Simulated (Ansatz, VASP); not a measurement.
## BN: VASP beside Ansatz

```
B N
1.0
     2.50712    0.00000    0.00000
    -1.25356    2.17123    0.00000
     0.00000    0.00000   45.84237
B N
4 4
Cartesian
  1.2536 0.7237 17.9307
  0.0000 1.4475 21.2637
  1.2536 0.7237 24.5787
  0.0000 1.4475 27.9117
  0.0000 1.4475 17.9290
  1.2536 0.7237 21.2636
  0.0000 1.4475 24.5788
  1.2536 0.7237 27.9134
```

Alike in both runs: task single point; functional PBE; dispersion D3(BJ); k mesh 12 × 12 × 1; occupations gaussian, width 0.02 eV; no spin polarisation.

|  | VASP | Ansatz |
| --- | --- | --- |
| version | VASP 6.6.1 | Ansatz 0.2.0 |
| potentials or method | VASP PAW PBE potentials, release 64 (B, N) | scalar-relativistic, plane waves, PAW |
| plane-wave cutoff (eV) | 520 | 420 |
| valence electrons in the cell | 32 | 32 |

Ansatz gave:

| Quantity | Value |
| --- | --- |
| gap on the k mesh at the Fermi level (eV) | 4.33 |
| least direct gap on the mesh (eV) | 4.67 |

Problem. Estimate VASP's values.

Solution. gap on the k mesh at the Fermi level (eV): 4.32; least direct gap on the mesh (eV): 4.67.

Ansatz warned: «xc_potential_rough_in_thin_density».
